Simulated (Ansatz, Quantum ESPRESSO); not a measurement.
## Si (diamond): bulk modulus from a few volumes

How stiff is diamond Si under hydrostatic load? Each row relaxes cell and atoms at a set pressure. The phase is followed to these pressures whether or not it stays the stable one.

Calculated with Quantum ESPRESSO 7.5, PBEsol, GBRV 1.5 ultrasoft potentials, cutoff 680 eV, Fermi–Dirac smearing 0.02 eV, k-mesh 9×9×9, no spin polarisation, no spin-orbit coupling.

Reference cell, relaxed at zero pressure with PBEsol (Fd-3m): a = 3.8411 Å, b = 3.8411 Å, c = 3.8411 Å, α = 60.00°, β = 60.00°, γ = 60.00°.

```csv
atom,x,y,z
Si,0.5000,0.5000,0.5000
Si,0.7500,0.7500,0.7500
```

```csv
V (Å³/atom),V/V0,P (GPa),E − E0 (meV/atom)
20.9991,1.0480,−3.985,12.5
19.0968,0.9531,4.994,14.1
18.3405,0.9153,10.002,49.1
17.7095,0.8839,15.001,98.1
16.2682,0.8119,29.999,296.4
```

V0 = 20.0368 Å³ an atom, where the residual pressure P0 is 0.000 GPa. **Question.** Fit the Birch–Murnaghan law and give the pressure and the energy at V = 17.1677 Å³ an atom, a row left out above.

With the Eulerian strain f = ½[(V0/V)^(2/3) − 1] and F = (P − P0)/[3f(1 + 2f)^(5/2)], the third-order law is the line F = B0 + (3/2) B0 (B′ − 4) f.

| f | F (GPa) |
| --- | --- |
| 0.07451 | 94.84 |
| 0.04290 | 94.88 |
| 0.03037 | 94.72 |
| 0.01628 | 94.41 |
| −0.01539 | 93.30 |

A straight line through the 5 rows: the means are 0.02973 for f and 94.43 for F, Σ(Δx)² = 0.004396 and ΣΔxΔy = 0.07573, so the slope is 0.07573/0.004396 = 17.227 and the intercept 94.43 − (17.227)(0.02973) = 93.918.

Hence B0 = 93.9 GPa and B′ = 4 + (17.2)/(1.5 × 93.9) = 4.12. For the withheld volume f = 0.05426, F = 94.85 GPa and P = 19.98 GPa. The run itself gives 20.00 GPa, so the estimate misses by 0.02 GPa; the fitted rows themselves lie up to 0.12 GPa off the law.

Integrating the same law gives E − E0 = (9/2) B0 V0 f²[1 + (B′ − 4) f] + P0(V0 − V), with 1 GPa Å³ = 6.2415 meV: 156.6 meV an atom. The run itself gives 157.1 meV, so the estimate misses by 0.5 meV; the fitted rows themselves lie up to 0.3 meV off the law.

The same fit over all rows at other levels or in other programs gives B0 = 94 GPa with PBEsol (Ansatz).

Measured volume: 20.023 Å³ an atom (doi:10.1107/S0021889875010965, 298.15 K), so V0 is +0.1 % off. A stiffness follows the volume as d ln B/d ln V = −B′, which moves B0 by about 0 % when it is taken at the measured volume.

Measured bulk modulus: 97.6 GPa (arxiv:1007.2730), against 94 GPa here (−4 %).

The calculation is for a static lattice, while measurements hold thermal and zero-point motion.

[Logs are printed without paths, hosts, clocks, repeated set-up lines and the standing remarks that a program may print on its own settings, such as how far it seeks lower states.]
